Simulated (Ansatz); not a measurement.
PtSe2 (Sudovikovite):

```xyz
3
Lattice="3.7240 0.0000 0.0000 -1.8620 3.2251 0.0000 0.0000 0.0000 5.0620" Properties=species:S:1:pos:R:3 pbc="T T T"
Pt    0.0000    0.0000    0.0000
Se    1.8620    1.0750    3.7965
Se    0.0000    2.1501    1.2655
```

Base run:

| Item | Value |
| --- | --- |
| Program | Ansatz 0.2.0 |
| Functional | PBE |
| Potentials or basis | Ansatz PAW |
| Cutoff | 420 eV (not typed: the program's choice for these potentials) |
| k mesh | 8 × 8 × 5 |
| Occupations | fermi-dirac, width 0.05 eV |
| Spin | no spin polarisation |

Its results: pressure 7.3 GPa; largest force 0.592 eV/Å.

Problem. After a change of settings the same cell gave: pressure -0.5 GPa; largest force 0.088 eV/Å. Which change was it?
A. potentials or basis from Ansatz PAW to SPMS NC; cutoff from 420 eV (not typed: the program's choice for these potentials) to 816 eV (not typed: the program's choice for these potentials)
B. k mesh from 8 × 8 × 5 to 11 × 11 × 7
C. functional from PBE to HSEsol; k mesh from 8 × 8 × 5 to 5 × 5 × 3

Solution. C.

Caveats: some runs use coarse meshes; the PAW data sets come from PBE, with cores solved anew for the run's functional, which leaves a small shift of forces and pressure (some runs); the thresholds are loose for stress (some runs).
